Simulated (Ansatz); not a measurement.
# HfSi2: the cost of one run

Computed with Ansatz 0.2.0 (DFT PBE, scalar-relativistic, plane waves, PAW, unless a step's input says otherwise).

## (1) The system as given

The structure is orthorhombic, space group Cmcm (No. 63). Conventional cell: a = 3.672 Å, b = 14.570 Å, c = 3.641 Å, α = 90.00°, β = 90.00°, γ = 90.00°. Around Hf (site symmetry m2m) lie 10 Si at 2.67 to 3.02 Å. Around Si (site symmetry m2m) lie 2 Si at 2.50 Å and 6 Hf at 2.67 to 3.02 Å. Around Si (site symmetry m2m) lie 4 Si at 2.59 Å and 4 Hf at 2.78 to 2.79 Å.

Structure file:

```cif
data_structure
_symmetry_space_group_name_H-M 'P 1'
_symmetry_Int_Tables_number 1
_cell_length_a 7.5128
_cell_length_b 7.5128
_cell_length_c 3.6410
_cell_angle_alpha 90.000
_cell_angle_beta 90.000
_cell_angle_gamma 151.709
_cell_volume 97.40
loop_
_atom_site_label
_atom_site_type_symbol
_atom_site_fract_x
_atom_site_fract_y
_atom_site_fract_z
_atom_site_occupancy
Hf1 Hf 0.89400 0.10600 0.25000 1
Hf2 Hf 0.10600 0.89400 0.75000 1
Si1 Si 0.55900 0.44100 0.25000 1
Si2 Si 0.44100 0.55900 0.75000 1
Si3 Si 0.25000 0.75000 0.25000 1
Si4 Si 0.75000 0.25000 0.75000 1
```

The structure rests on an entry of the Crystallography Open Database; cell or positions may have been set otherwise for this series.

## (2) Relaxing cell and atoms: HfSi2, no spin

input.yaml reads:

```yaml
crystal:
  lattice:
    - [1.836, -7.285, 0.0]
    - [1.836, 7.285, 0.0]
    - [0.0, 0.0, 3.641]
  atoms:
    - { symbol: Hf, position: [0.894, 0.106, 0.25] }
    - { symbol: Hf, position: [0.106, 0.894, 0.75] }
    - { symbol: Si, position: [0.559, 0.441, 0.25] }
    - { symbol: Si, position: [0.441, 0.559, 0.75] }
    - { symbol: Si, position: [0.25, 0.75, 0.25] }
    - { symbol: Si, position: [0.75, 0.25, 0.75] }
scf:
  occupations: { method: methfessel_paxton, width: 0.1 }
output:
  forces: true
  stress: true
  eigenvalues: true
  write_density: true
  write_potential: true
  elf: true
  volumetric_format: npy
kpoints:
  mp_grid: { grid: [12, 12, 12] }
hamiltonian:
  xc: pbe
relax:
  f_tol: 0.01
  adjacent_minimum: "off"
  cell: { stress_tol: 0.05 }
```

Started as:

```bash
ansatz run input.yaml --threads 8 --pin off --max-ram 40960MiB --backend cpu --events-out ev --progress --plain --runs-dir out
```

**Question.** How long does this run take on 8 threads of Intel Xeon Platinum 8488C (Sapphire Rapids), shared host, and how much memory does it need?

About 45 s, with a peak of 1.2 GiB.
